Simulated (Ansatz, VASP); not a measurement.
# Two plane-wave programs on TiSi2

```
Ti Si
1.0
     1.76511   -6.75928    0.00000
     1.76511    6.75928    0.00000
     0.00000    0.00000    3.56517
Ti Si
2 4
Cartesian
  1.7651 5.3653 0.8913
  1.7651 -5.3653 2.6739
  1.7651 -3.3839 0.8913
  1.7651 3.3839 2.6739
  1.7651 0.7875 0.8913
  1.7651 -0.7875 2.6739
```

The cell comes from a database or a generator and needn't be the stable form of this composition.

Alike in both runs: task single point; functional PBEsol; k mesh 8 × 8 × 8; occupations fermi-dirac, width 0.05 eV; no spin polarisation.

```csv
,VASP,Ansatz
version,VASP 6.6.1,Ansatz 0.2.0
potentials or method,"VASP PAW PBE potentials, release 64 (Ti_sv, Si)",Ansatz PAW
plane-wave cutoff (eV),520,420
valence electrons in the cell,40,40
```

|  | VASP | Ansatz | Ansatz less VASP |
| --- | --- | --- | --- |
| gap on the k mesh at the Fermi level (eV) | none | none | - |
| pressure (GPa) | -2.0 | -2.2 | -0.14 |
| largest component of the traceless stress (GPa) | 0.52 | 0.48 | -0.031 |
| rms of the force components (eV/Å) | 0.068 | 0.068 | +0.0002 |

Atom by atom the forces differ by 0.000 eV/Å (rms over components). A gap of «none» marks a metal or a gap that the smearing closes.

Caveats: the PAW data sets were made with another functional, which shifts forces and pressure a little (VASP); the PAW data sets come from PBE, with cores solved anew for the run's functional, which leaves a small shift of forces and pressure (Ansatz).
